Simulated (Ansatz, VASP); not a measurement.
**V in VASP and in Ansatz**

```
CELL_PARAMETERS angstrom
-1.63404 1.63404 1.39196
1.63404 -1.63404 1.39196
1.63404 1.63404 -1.39196
ATOMIC_POSITIONS crystal
V 0.00000 0.00000 0.00000
```

Change from the starting cell: strain +0.080 along x and y, -0.080 along z, atoms carried along.

Alike in both runs: task single point; functional PBEsol; k mesh 22 × 22 × 22; occupations gaussian, width 0.15 eV; no spin polarisation.

|  | VASP | Ansatz |
| --- | --- | --- |
| version | VASP 6.6.1 | Ansatz 0.2.0 |
| potentials or method | VASP PAW PBE potentials, release 64 (V_sv) | scalar-relativistic, plane waves, PAW |
| plane-wave cutoff (eV) | 520 | 420 |
| valence electrons in the cell | 13 | 13 |

|  | VASP | Ansatz | Ansatz less VASP |
| --- | --- | --- | --- |
| gap on the k mesh at the Fermi level (eV) | none | none | - |
| pressure (GPa) | -19.1 | -19.3 | -0.15 |
| largest component of the traceless stress (GPa) | 7.59 | 7.61 | +0.018 |

A gap of «none» marks a metal or a gap that the smearing closes.

Caveats: so large a pressure means that the cell lies far from this level's equilibrium, or that cutoff or potentials fall short (VASP); the potentials were made for another functional, which shifts forces and pressure (VASP).
